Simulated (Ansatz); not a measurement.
# InSe: stress in a strained cell

InSe is deformed so: zz strain of -3 %. What stress and forces result, by LAPW, PAW and all-electron datasets made for the crystal?

Program: Ansatz 0.2.0. Level of theory: DFT PBE, scalar-relativistic. These are calculated values, not measurements.

## Step 1: The structure to begin with

Symmetry: C2/m, No. 12, monoclinic system. The conventional cell has a = 11.736 Å, b = 4.110 Å, c = 4.610 Å, α = 90.00°, β = 110.30°, γ = 90.00°. Around In (site symmetry m) lie 3 Se at 2.58 to 2.78 Å and 1 In at 2.74 Å. Around Se (site symmetry m) lie 3 In at 2.58 to 2.78 Å.

Structure file:

```
In Se
1.0
     5.86790   -2.05500    0.00000
     5.86790    2.05500    0.00000
    -1.59942    0.00000    4.32366
In Se
2 2
Cartesian
  10.3665 0.0000 0.0216
  -0.2301 0.0000 4.3020
  6.7188 0.0000 2.7758
  3.4176 0.0000 1.5479
```

Atoms are numbered in the order of the input: In1, In2, Se3, Se4.

## Step 2: After the deformation

Space group C2/m before, C2/m after.

## Step 3: LAPW, all electrons

Contents of input.yaml:

```yaml
crystal:
  lattice:
    - [5.8679026766, -2.055, 0.0]
    - [5.8679026766, 2.055, 0.0]
    - [-1.5994156962, 0.0, 4.1939467142]
  atoms:
    - { symbol: In, position: [0.884, 0.884, 0.005] }
    - { symbol: In, position: [0.116, 0.116, 0.995] }
    - { symbol: Se, position: [0.66, 0.66, 0.642] }
    - { symbol: Se, position: [0.34, 0.34, 0.358] }
kpoints:
  mp_grid: { grid: [7, 7, 6] }
  band_path:
    path:
      - [0.0, 0.0, 0.0]
      - [-0.2851211976, 0.2851211976, 0.0]
      - [-0.7148788024, -0.2851211976, 0.0]
      - [-0.5, -0.5, 0.0]
      - [0.0, 0.0, 0.0]
      - [-0.5, -0.5, 0.5]
      - [-0.7475997816, -0.2524002184, 0.5]
      - [-0.2524002184, 0.2524002184, 0.5]
      - [0.0, 0.0, 0.5]
    npoints: 5
scf:
  occupations: { method: fermi_dirac, width: 0.02 }
hamiltonian:
  xc: pbe
  pseudopotentials: { kind: all_electron, lapw: { basis_error: 0.0005 } }
output:
  forces: true
  stress: true
  eigenvalues: true
```

Run with:

```bash
$ ansatz run input.yaml --threads 1 --pin off --max-ram 4096MiB --backend cpu --events-out ev --progress --plain --runs-dir out
```

## Step 4: PAW with frozen cores

Contents of input.yaml:

```yaml
crystal:
  lattice:
    - [5.8679026766, -2.055, 0.0]
    - [5.8679026766, 2.055, 0.0]
    - [-1.5994156962, 0.0, 4.1939467142]
  atoms:
    - { symbol: In, position: [0.884, 0.884, 0.005] }
    - { symbol: In, position: [0.116, 0.116, 0.995] }
    - { symbol: Se, position: [0.66, 0.66, 0.642] }
    - { symbol: Se, position: [0.34, 0.34, 0.358] }
kpoints:
  mp_grid: { grid: [7, 7, 6] }
scf:
  occupations: { method: fermi_dirac, width: 0.02 }
hamiltonian:
  xc: pbe
  pseudopotentials: { kind: paw }
output:
  forces: true
  stress: true
  eigenvalues: true
  efg: { contact_densities: true }
```

## Step 5: Datasets made for this crystal

input.yaml, as its differences from that of step 4:

```diff
@@ -16,3 +16,3 @@
   xc: pbe
-  pseudopotentials: { kind: paw }
+  pseudopotentials: { kind: all_electron, datasets: crystal }
 output:
```

(Steps that only read results are left out.)

What does the calculation give? Wanted: pressure; largest shear or deviatoric stress.

The runs gave:

| quantity | value |
| --- | --- |
| pressure | LAPW 4.80, PAW 4.79, crystal datasets 4.80 GPa |
| largest shear or deviatoric stress (LAPW) | 3.04 GPa |

**Reading.** The largest part of the stress beyond the pressure is 3.04 GPa in size, in the xz component; the atoms are carried along and not relaxed. No run of the undeformed cell stands beside it, so the pressure holds what the given cell had before the change. PAW: stress within 0.01 GPa of LAPW, forces within 1 meV/Å. Crystal datasets: stress within 0.01 GPa of LAPW, forces within 1 meV/Å.
